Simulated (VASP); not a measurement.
Here is a VASP 6.6.1 calculation.

Contents of POSCAR:

```
LiF                                     
1.0
    0.0000000000      1.9984797583      1.9984797583
    1.9984797583      0.0000000000      1.9984797583
    1.9984797583      1.9984797583      0.0000000000
  Li              F             
     1     1
Direct
     0.0000000000000000    0.0000000000000000    0.0000000000000000
     0.5000000000000000    0.5000000000000000    0.5000000000000000
```

INCAR.step1

```
SYSTEM = LiF
ALGO     = Normal         ! electronic algorithm
EDIFF    = 1E-5           ! SCF threshold, eV
ENCUT    = 520            ! plane-wave cutoff, eV
GGA      = PE             ! functional
ISIF     = 2              ! what is computed and relaxed
ISMEAR   = 0              ! smearing method
KPAR     = 4            
LASPH    = .True.         ! aspherical terms in the spheres
LCHARG   = .False.        ! write CHGCAR
LREAL    = .False.        ! projectors in reciprocal space
LWAVE    = .True.         ! write WAVECAR
NBANDS   = 12             ! bands
NELM     = 80             ! most SCF steps
PREC     = Accurate       ! precision mode
SIGMA    = 0.03           ! smearing width, eV
```

The input INCAR.step2:

```
SYSTEM = LiF
AEXX     = 0.25           ! exact-exchange fraction
ALGO     = Normal         ! electronic algorithm
EDIFF    = 1E-7           ! SCF threshold, eV
ENCUT    = 520            ! plane-wave cutoff, eV
GGA      = PE             ! functional
HFRCUT   = -1           
ISIF     = 2              ! what is computed and relaxed
ISMEAR   = 0              ! smearing method
ISTART   = 1            
KPAR     = 4            
LASPH    = .True.         ! aspherical terms in the spheres
LCHARG   = .False.        ! write CHGCAR
LHFCALC  = .True.         ! exact exchange
LREAL    = .False.        ! projectors in reciprocal space
LWAVE    = .False.        ! write WAVECAR
NBANDS   = 12             ! bands
NELM     = 80             ! most SCF steps
PREC     = Accurate       ! precision mode
PRECFOCK = Fast         
SIGMA    = 0.03           ! smearing width, eV
```

KPOINTS

```
k-points
0
Gamma
  8 8 8
  0 0 0
```

KPOINTS_OPT

```
explicit points
6
Reciprocal
 0.0000000000  0.0000000000  0.0000000000 1
 0.3750000000  0.3750000000  0.7500000000 1
 0.5000000000  0.5000000000  0.5000000000 1
 0.6250000000  0.2500000000  0.6250000000 1
 0.5000000000  0.2500000000  0.7500000000 1
 0.5000000000  0.0000000000  0.5000000000 1
```

Potentials or basis: VASP PAW PBE potentials, release 64 (Li_sv, F).

Command:

```sh
$ cat potpaw_PBE.64/Li_sv/POTCAR potpaw_PBE.64/F/POTCAR > POTCAR
$ cp INCAR.step1 INCAR
$ mpirun -np 4 vasp_std > vasp.out
$ cp INCAR.step2 INCAR
$ mpirun -np 4 vasp_std > vasp.out
```

(1) What does it give for the band gap on the k mesh?

(2) Estimate the band gap along the path.

Answers

(1) 12.37 eV, direct.

(2) 12.37 eV, direct.
